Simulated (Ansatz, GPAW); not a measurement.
This is a calculation of InP for GPAW 26.7.0 (ASE script). 

Contents of run.py:

```python
from ase import Atoms
from ase.dft.bandgap import bandgap
from ase.io import write
from ase.units import GPa
from gpaw import GPAW, PW

atoms = Atoms(['In', 'P'],
              cell=[[0.0, 2.9305, 2.9305],
                    [2.9305, 0.0, 2.9305],
                    [2.9305, 2.9305, 0.0]],
              scaled_positions=[[0.0, 0.0, 0.0],
                                [0.75, 0.75, 0.75]],
              pbc=True)

calc = GPAW(mode=PW(600),
            xc='PBE',
            kpts={'size': (8, 8, 8), 'gamma': True},
            occupations={'name': 'methfessel-paxton', 'order': 0, 'width': 0.024},
            nbands=18,
            convergence={'density': 1e-05, 'energy': 1e-05},
            maxiter=150,
            txt='gpaw.txt')
atoms.calc = calc
energy = atoms.get_potential_energy()
forces = atoms.get_forces()
stress = atoms.get_stress()
calc.write('gs.gpw')
write('result.traj', atoms)
print(f'Energy: {energy:.6f} eV')
print('Forces (eV/A):')
print(forces.round(4))
print('Stress (GPa):', (stress / GPa).round(3))
print('Fermi level:', round(calc.get_fermi_level(), 4), 'eV')
print(f'Gap: {bandgap(calc)[0]:.4f} eV, direct: {bandgap(calc, direct=True)[0]:.4f} eV')
```

Potentials or basis: GPAW PAW data sets (gpaw-data 1.2.1), pw.

Launch:

```bash
$ OMP_NUM_THREADS=1 python run.py
```

Task: What does the same run look like in Ansatz 0.2.0? Potentials or basis there: Ansatz PAW, cutoff 420 eV.

Result: As run (cutoffs and basis follow the program's own potentials, and thresholds, step limits or extra output files can differ):

The input input.yaml:

```yaml
crystal:
  lattice:
    - [0.0, 2.9305, 2.9305]
    - [2.9305, 0.0, 2.9305]
    - [2.9305, 2.9305, 0.0]
  atoms:
    - { symbol: In, position: [0.0, 0.0, 0.0] }
    - { symbol: P, position: [0.75, 0.75, 0.75] }
hamiltonian:
  xc: pbe
  pseudopotentials: { kind: paw }
kpoints:
  mp_grid: { grid: [8, 8, 8] }
scf:
  occupations: { method: gaussian, width: 0.024 }
output:
  forces: true
  stress: true
  eigenvalues: true
```

Potentials or basis: Ansatz PAW.

The run is started by

```console
$ ansatz run input.yaml --threads 2 --pin off --max-ram 5632MiB --backend cpu --events-out ev --progress --plain --runs-dir out
```

Both were run:

|  | GPAW | Ansatz |
| --- | --- | --- |
| Pressure | 3.0 GPa | 3.3 GPa |

Ansatz's pressure holds a Pulay term of +0.04 GPa for its cutoff of 420 eV, which the other run lacks.

Where Ansatz's input types no cutoff or centring, it takes its own default and a Γ-centred mesh.

Pressure is positive in compression.
